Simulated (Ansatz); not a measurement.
Born–Oppenheimer molecular dynamics of a periodic cell of 18 atoms, MgI$_{2}$ (host MgI2, host structure P-3m1). It starts from an unrelaxed structure (largest force component 0.45 eV/Å).

These are results of Ansatz 0.2.0, DFT LDA, scalar-relativistic, plane waves, PAW, not measurements. Settings: accuracy low, cutoff 420 eV, k mesh 1x1x1, fermi-dirac smearing 0.05 eV, no spin polarisation.

```json
{
  "ensemble": "NPT, Langevin",
  "time step": "3 fs",
  "steps asked": "80",
  "set temperature": "900 K",
  "friction": "0.005 /fs",
  "pressure": "1 GPa",
  "seed": "140041"
}
```

First frame:

```xyz
18
Lattice="8.3628 0.0000 0.0000 -6.2721 10.8636 0.0000 0.0000 0.0000 6.9488" Properties=species:S:1:pos:R:3
Mg 0.000 0.000 0.000
I 0.000 2.414 1.737
I 2.091 1.207 5.212
Mg -2.091 3.621 0.000
I -2.091 6.035 1.737
I 0.000 4.828 5.212
Mg -4.181 7.242 0.000
I -4.181 9.656 1.737
I -2.091 8.450 5.212
Mg 4.181 0.000 0.000
I 4.181 2.414 1.737
I 6.272 1.207 5.212
Mg 2.091 3.621 0.000
I 2.091 6.035 1.737
I 4.181 4.828 5.212
Mg 0.000 7.242 0.000
I 0.000 9.656 1.737
I 2.091 8.450 5.212
```

What does the run give?

The run went to its last step.

```
steps done                                               : 80
time covered                                             : 240 fs
mean temperature over the second half                    : 787 K
spread of the potential energy over the second half      : 10.9 meV per atom
mean potential energy of the second half above the start : 77.1 meV per atom
mean pressure over the second half                       : 1.6 GPa
```

The conserved energy stayed within 0.15 meV per atom of its start (net change -0.027 meV per atom), so the integration is sound. The mean temperature of the second half is 13 % below the set value. A run of 0.24 ps of so small a system gives no equilibrium averages. Limits of this set-up: coarse k mesh, low accuracy level. The cell's volume went from 631 to 579 Å³.

What happens to the structure?

Mean squared displacements from the first frame to the last, about the centre of mass, the cell's change included: Mg 0.18 Å², I 0.14 Å². Another seed would give other details.

How do temperature and energy run in time?


```
time (fs)  T (K)  potential energy less start (eV)  conserved less start (meV/atom)  P (GPa)  volume (Å³)
      0.0    850                             0.000                             0.00     -1.7        631.3
      6.0    873                             0.054                            -0.02     -1.7        631.4
     12.0    744                             0.134                             0.00     -1.8        630.9
     18.0    599                             0.223                             0.02     -1.7        630.2
     24.0    534                             0.309                             0.02     -1.6        629.0
     30.0    481                             0.384                             0.03     -1.4        626.9
     36.0    532                             0.434                             0.03     -1.1        624.2
     42.0    553                             0.487                             0.03     -0.8        620.9
     48.0    545                             0.539                             0.02     -0.4        617.4
     54.0    580                             0.598                             0.01     -0.1        614.3
     60.0    544                             0.674                             0.01      0.3        611.4
     66.0    508                             0.762                            -0.03      0.6        608.2
     72.0    475                             0.879                            -0.05      1.0        604.7
     78.0    520                             1.023                            -0.02      1.4        601.3
     84.0    502                             1.145                             0.02      1.7        597.6
     90.0    503                             1.213                             0.02      2.0        594.3
     96.0    486                             1.238                             0.01      2.2        591.4
    102.0    597                             1.253                            -0.05      2.3        589.2
    108.0    634                             1.286                            -0.08      2.4        587.4
    114.0    747                             1.312                            -0.05      2.5        585.7
    120.0    850                             1.308                             0.00      2.5        584.4
    126.0    910                             1.242                            -0.02      2.4        582.9
    132.0    935                             1.142                            -0.05      2.3        581.9
    138.0    967                             1.058                            -0.10      2.2        581.0
    144.0    898                             1.016                            -0.14      2.1        580.8
    150.0    866                             1.076                            -0.12      2.0        580.9
    156.0    838                             1.201                            -0.06      1.9        580.8
    162.0    773                             1.355                            -0.03      1.9        580.7
    168.0    792                             1.506                            -0.01      2.0        580.2
    174.0    725                             1.628                            -0.02      2.0        579.9
    180.0    636                             1.669                             0.01      1.9        579.9
    186.0    679                             1.644                            -0.03      1.8        580.3
    192.0    588                             1.577                            -0.03      1.6        580.6
    198.0    596                             1.534                            -0.03      1.4        580.5
    204.0    691                             1.488                            -0.03      1.3        580.3
    210.0    812                             1.447                            -0.05      1.2        580.0
    216.0    796                             1.414                            -0.04      1.0        579.8
    222.0    823                             1.412                            -0.05      0.8        579.7
    228.0    819                             1.433                            -0.07      0.7        579.6
    234.0    769                             1.483                            -0.06      0.7        579.2
    240.0    700                             1.545                            -0.03      0.8        578.7
```

Time of the run: 12 min on 2 threads of Intel(R) Xeon(R) Processor @ 2.50GHz (Skylake/Cascade Lake) (shared host), peak memory 0.67 GiB.
